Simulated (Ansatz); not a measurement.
The cell is built from the sc type as a first guess.

Pt: DFT, PBE, PAW with Ansatz's default frozen-core files, scalar-relativistic (Ansatz 0.2.0).

The relaxation starts from this cell:

```xyz
1
Lattice="2.6284 0.0000 0.0000 0.0000 2.6284 0.0000 0.0000 0.0000 2.6284" Properties=species:S:1:pos:R:3 pbc="T T T"
Pt    0.0000    0.0000    0.0000
```

Output:

```
Engine: ansatz 0.2.0
Pseudopotentials: kind: paw
Pseudopotential: Pt, paw, valence charge 18, recommended cutoff 420 eV (normal)
Functional definition: PBE
  parameter kappa = 0.804
  parameter beta = 0.06672455060314922
  exchange = pbe_x(kappa = kappa, mu = beta*pi^2/3)
  correlation = pbe_c(beta = beta)
Crystal: 1 atoms, lattice volume = 18.159 Å³
Basis set: ecut = 420 eV, 365 PW (Γ), exchange–correlation on 36×36×36 points (8 copies of the dense FFT grid, shifted against one another)
Bands: 13, of which v1, the nominal top of the filled ones, is band 9 counted from 1 (8 counted from 0)
Symmetry: 48 space group operations
Space group: Pm-3m (ITA 221), of the structure as read, at distance tolerance 2.6e-5 Å
k-points: 84 of 1728
Non-local potential: Pt, projectors of the file, l = 0: 3, l = 1: 2, l = 2: 2, l = 3: 1
PAW form: soft (Blöchl's): semilocal exchange-correlation on the pseudo side does not see the compensation charge
PAW one-centre angular grid: Pt, 590 points (default); XC on 64 Gauss nodes
Initial density: superposition of atomic densities (neutral atoms: chi_scale 0, normalization atom), corrected by the library's trained network
Initial wavefunctions: pseudopotential atomic-orbital guess
Functional: x = pbe(κ = 0.804, μ = 0.2195149727645171), c = pbe(β = 0.06672455060314922)
SCF iter   1: F=—  HF=-12522.579276 eV  |F-HF|=—  |Δ(HF+E_count)|=         —  Δρ=2.93e-3  dr2=1.18e-3  ethr=1.77e-3  ⟨swp⟩=4.8  Hψ=5757  notcnv=0
preconditioner: auto → none  [metal: Δε(μ)=0.027 eV  Ē_g=12.940 eV  σ=0.080 eV  W_gap=0.08  n_scr=6 (ndim 8)  ℏωp=27.6 eV  f_vac=0.000  D(μ)=1.32/eV (n_scr^D=18)  sad-step TF]
SCF iter   2: F=—  HF=-12522.579715 eV  |F-HF|=—  |Δ(HF+E_count)|=   4.39e-4  Δρ=1.51e-3  dr2=3.04e-4  ethr=6.57e-6  ⟨swp⟩=2.0  Hψ=2114  notcnv=0
SCF iter   3: F=—  HF=-12522.579820 eV  |F-HF|=—  |Δ(HF+E_count)|=   1.04e-4  Δρ=2.37e-4  dr2=1.06e-5  ethr=1.69e-6  ⟨swp⟩=2.2  Hψ=1393  notcnv=0
SCF iter   4: F=—  HF=-12522.579799 eV  |F-HF|=—  |Δ(HF+E_count)|=   2.06e-5  Δρ=5.76e-5  dr2=5.05e-7  ethr=5.89e-8  ⟨swp⟩=2.0  Hψ=1443  notcnv=0
iter 5 did not close the SCF: its close was put off for the readings that it lacked (scf_convergence_deferred on its scf_iter line)
SCF iter   5: F=-12522.579799 eV  HF=-12522.579799 eV  |F-HF|=1.47e-9  |Δ(HF+E_count)|=   7.24e-8  Δρ=4.65e-6  dr2=1.67e-9  ethr=2.80e-9  ⟨swp⟩=2.4  Hψ=1641  notcnv=0
SCF iter   6: F=-12522.579799 eV  HF=-12522.579799 eV  |F-HF|=1.27e-11  |Δ(HF+E_count)|=   1.66e-9  Δρ=6.33e-7  dr2=5.91e-11  ethr=9.28e-12  ⟨swp⟩=1.7  Hψ=3056  notcnv=0
SCF 1 converged in 6 iterations: F = -12522.579799 eV  dr2 = 5.91e-11
  greatest PAW one-centre occupation: 1.000 electrons in one spin orbital (limit 2), on the Pt atom at site 0 (counted from 0), in its partial waves of l = 0
relax step   1: F+E_penalty+E_count = -12522.57979911 eV  Δ(F+E_penalty+E_count) = +0.000e0 eV  max|allowed force component| = 0.000e0 eV/Å  Δτ_max = 0.0000 Å  P = -0.738 GPa  Ω = 18.159 Å³  (6 SCF iters, dr2 threshold 1.00e-7 eV, accepted)
Crystal: 1 atoms, lattice volume = 18.001 Å³
Initial density: handed on by an earlier stage of this run
Initial wavefunctions: those handed on with the density
iter 1 solved again at ethr=1.90e-7 eV; its pass at ethr=3.10e-3 eV (dr2=3.42e-5 eV) is discarded
SCF iter   1: F=—  HF=-12522.579837 eV  |F-HF|=—  |Δ(HF+E_count)|=         —  Δρ=5.66e-4  dr2=4.16e-5  ethr=1.90e-7  ⟨swp⟩=2.0  Hψ=7248  notcnv=0
preconditioner: auto → none  [metal: Δε(μ)=0.031 eV  Ē_g=13.031 eV  σ=0.080 eV  W_gap=0.10  n_scr=6 (ndim 8)  ℏωp=27.7 eV  f_vac=0.000  D(μ)=1.31/eV (n_scr^D=18)]
SCF iter   2: F=—  HF=-12522.579801 eV  |F-HF|=—  |Δ(HF+E_count)|=   3.63e-5  Δρ=2.80e-4  dr2=5.45e-6  ethr=1.90e-7  ⟨swp⟩=2.0  Hψ=1480  notcnv=0
SCF iter   3: F=—  HF=-12522.579800 eV  |F-HF|=—  |Δ(HF+E_count)|=   4.20e-7  Δρ=1.19e-4  dr2=8.62e-7  ethr=3.03e-8  ⟨swp⟩=2.7  Hψ=1865  notcnv=0
SCF iter   4: F=—  HF=-12522.579800 eV  |F-HF|=—  |Δ(HF+E_count)|=   2.06e-7  Δρ=5.24e-5  dr2=1.61e-7  ethr=4.79e-9  ⟨swp⟩=1.0  Hψ=1092  notcnv=0
SCF iter   5: F=-12522.579800 eV  HF=-12522.579800 eV  |F-HF|=1.41e-9  |Δ(HF+E_count)|=   4.35e-8  Δρ=1.08e-5  dr2=7.06e-9  ethr=5.56e-10  ⟨swp⟩=3.8  Hψ=3083  notcnv=0
SCF 2 converged in 5 iterations: F = -12522.579800 eV  dr2 = 7.06e-9
relax step   2: F+E_penalty+E_count = -12522.57980044 eV  Δ(F+E_penalty+E_count) = -1.328e-6 eV  max|allowed force component| = 0.000e0 eV/Å  Δτ_max = 0.0000 Å  P = +0.886 GPa  Ω = 18.001 Å³  energy of the carried Pulay correction = +6.668e-5 eV  (5 SCF iters, dr2 threshold 1.00e-7 eV, rejected (line search))
Crystal: 1 atoms, lattice volume = 18.087 Å³
iter 1 solved again at ethr=4.66e-8 eV; its pass at ethr=3.10e-3 eV (dr2=8.38e-6 eV) is discarded
SCF iter   1: F=—  HF=-12522.580031 eV  |F-HF|=—  |Δ(HF+E_count)|=         —  Δρ=2.98e-4  dr2=1.18e-5  ethr=4.66e-8  ⟨swp⟩=2.0  Hψ=7003  notcnv=0
preconditioner: auto → none  [metal: Δε(μ)=0.013 eV  Ē_g=12.962 eV  σ=0.080 eV  W_gap=0.04  n_scr=6 (ndim 8)  ℏωp=27.6 eV  f_vac=0.000  D(μ)=1.32/eV (n_scr^D=18)]
SCF iter   2: F=—  HF=-12522.580003 eV  |F-HF|=—  |Δ(HF+E_count)|=   2.89e-5  Δρ=1.48e-4  dr2=1.55e-6  ethr=4.66e-8  ⟨swp⟩=2.0  Hψ=1503  notcnv=0
SCF iter   3: F=—  HF=-12522.579998 eV  |F-HF|=—  |Δ(HF+E_count)|=   4.85e-6  Δρ=6.28e-5  dr2=2.42e-7  ethr=8.61e-9  ⟨swp⟩=2.8  Hψ=1869  notcnv=0
SCF iter   4: F=—  HF=-12522.579998 eV  |F-HF|=—  |Δ(HF+E_count)|=   5.81e-8  Δρ=2.56e-5  dr2=3.83e-8  ethr=1.35e-9  ⟨swp⟩=1.0  Hψ=1092  notcnv=0
SCF iter   5: F=—  HF=-12522.579998 eV  |F-HF|=—  |Δ(HF+E_count)|=   1.10e-8  Δρ=4.85e-6  dr2=1.42e-9  ethr=2.13e-10  ⟨swp⟩=1.2  Hψ=1177  notcnv=0
SCF iter   6: F=—  HF=-12522.579998 eV  |F-HF|=—  |Δ(HF+E_count)|=  5.53e-10  Δρ=4.51e-7  dr2=1.18e-11  ethr=7.90e-12  ⟨swp⟩=2.0  Hψ=1730  notcnv=0
SCF iter   7: F=-12522.579998 eV  HF=-12522.579998 eV  |F-HF|=1.82e-12  |Δ(HF+E_count)|=  5.46e-12  Δρ=3.49e-8  dr2=6.76e-14  ethr=1.00e-12  ⟨swp⟩=4.9  Hψ=3928  notcnv=0
SCF 3 converged in 7 iterations: F = -12522.579998 eV  dr2 = 6.76e-14
relax step   3: F+E_penalty+E_count = -12522.57999772 eV  Δ(F+E_penalty+E_count) = -1.986e-4 eV  max|allowed force component| = 0.000e0 eV/Å  Δτ_max = 0.0000 Å  P = -0.008 GPa  Ω = 18.087 Å³  energy of the carried Pulay correction = +3.037e-5 eV  (7 SCF iters, accepted)
Initial wavefunctions: pseudopotential atomic-orbital guess (no wavefunctions were taken with the density)
iter 1 solved again at ethr=2.46e-9 eV; its pass at ethr=3.10e-3 eV (dr2=4.43e-7 eV) is discarded
SCF iter   1: F=—  HF=-12522.579997 eV  |F-HF|=—  |Δ(HF+E_count)|=         —  Δρ=1.12e-5  dr2=4.12e-9  ethr=2.46e-9  ⟨swp⟩=3.8  Hψ=9343  notcnv=0
preconditioner: auto → none  [metal: Δε(μ)=0.011 eV  Ē_g=12.960 eV  σ=0.080 eV  W_gap=0.04  n_scr=6 (ndim 8)  ℏωp=27.6 eV  f_vac=0.000  D(μ)=1.32/eV (n_scr^D=18)]
SCF iter   2: F=—  HF=-12522.579969 eV  |F-HF|=—  |Δ(HF+E_count)|=   2.85e-5  Δρ=5.55e-6  dr2=9.70e-10  ethr=2.29e-11  ⟨swp⟩=2.1  Hψ=1816  notcnv=0
SCF iter   3: F=—  HF=-12522.579969 eV  |F-HF|=—  |Δ(HF+E_count)|=  3.73e-10  Δρ=1.53e-6  dr2=3.03e-10  ethr=5.39e-12  ⟨swp⟩=2.1  Hψ=1475  notcnv=0
SCF iter   4: F=-12522.579969 eV  HF=-12522.579969 eV  |F-HF|=5.46e-12  |Δ(HF+E_count)|=  4.91e-11  Δρ=2.62e-7  dr2=4.03e-12  ethr=1.00e-12  ⟨swp⟩=3.7  Hψ=4847  notcnv=0
SCF 4 converged in 4 iterations: F = -12522.579969 eV  dr2 = 4.03e-12
relax step   4: F+E_penalty+E_count = -12522.57996868 eV  Δ(F+E_penalty+E_count) = +2.904e-5 eV  max|allowed force component| = 0.000e0 eV/Å  Δτ_max = 0.0000 Å  P = -0.006 GPa  Ω = 18.087 Å³  stress off target by 5.98e-3 GPa  SCF on the basis re-selected at this cell (its energy is not comparable with the rows above)  (4 SCF iters)
basis re-selected at this cell: Δ(F+E_penalty+E_count) = +2.904e-5 eV, ΔP = +0.002 GPa vs the last step (what re-selecting the basis moved, of the pressure what is left beyond the Pulay correction that the steps carried, after the strain that the cell walked since its last selection, with what the two solves' SCF thresholds leave and, on support functions, any second-order correction that the steps lacked; it is no measure of the basis error at this ecutwfc). This SCF's stress stands 5.98e-3 GPa from its target on what of the cell is left free (relax.cell.stress_tol is 5.00e-2 GPa) and its largest allowed force component is 0.00e0 eV/Å (relax.f_tol is 5.00e-3 eV/Å): within both
SCF converged after 4 iterations
Free energy (F): -12522.579969 eV
Harris-Foulkes:  -12522.579969 eV  (|F-HF|=5.46e-12)
Internal energy: -12522.551890 eV  (E = F + TS)
E sigma→0 (E₀):  -12522.565929 eV
Entropy (-TS):   -0.028079 eV (-28.079 meV/atom)
Fermi energy:    18.248095 eV
--- Per-component energies (eV) ---
  E_band       = -210.287354
  E_kinetic    = 637.328483
  E_local      = -1789.815235  (includes V_loc(G=0)·N_el)
  E_nonlocal   = 200.254713
  E_hartree    = 666.724100
  E_xc         = -261.187100
  E_vxc        = -301.980155  (∫ρ·V_xc dr)
  E_paw        = -9454.402890  (= ΣΔE_a)
  E_vpaw       = -289.523510  (= ΣTr[D̂ρ^β])
  E_aug_tail   = 0.000199  (compensation charges beyond the density's cutoff)
  E_ewald      = -2521.454160
  E_smearing   = -0.028079  (= −TS)
  E_closure    = 0.000000  (closes the sum)
  Σ components = -12522.579969   (vs F -12522.579969, Δ=0.00e0)
--- Forces (eV/Å), atoms counted from 1 ---
  atom   1  Pt    -0.00000000     0.00000000    -0.00000000
  max |Σ_I F_I| component: 2.30e-31 eV/Å
--- Stress (GPa, compression-positive) ---
       -0.005979       0.000000       0.000000
        0.000000      -0.005979       0.000000
        0.000000       0.000000      -0.005979
  P = ⅓ Tr σ = -0.0060 GPa (-0.060 kbar)
--- Relaxed structure (3 steps of the walk, 2 accepted, 1 SCFs on fresh bases) ---
  F+E_penalty+E_count = -12522.57996868 eV   max|allowed force component| = 0.000e0 eV/Å   (the final SCF, on the basis selected at the relaxed cell)
  cell:  # Å, volume = 18.0868 Å³
    - [2.624947425744527, 0.0, 0.0]
    - [0.0, 2.624947425744527, 0.0]
    - [0.0, 0.0, 2.624947425744527]
  atoms:
    - { symbol: Pt, position: [0.0, 0.0, 0.0] }
```
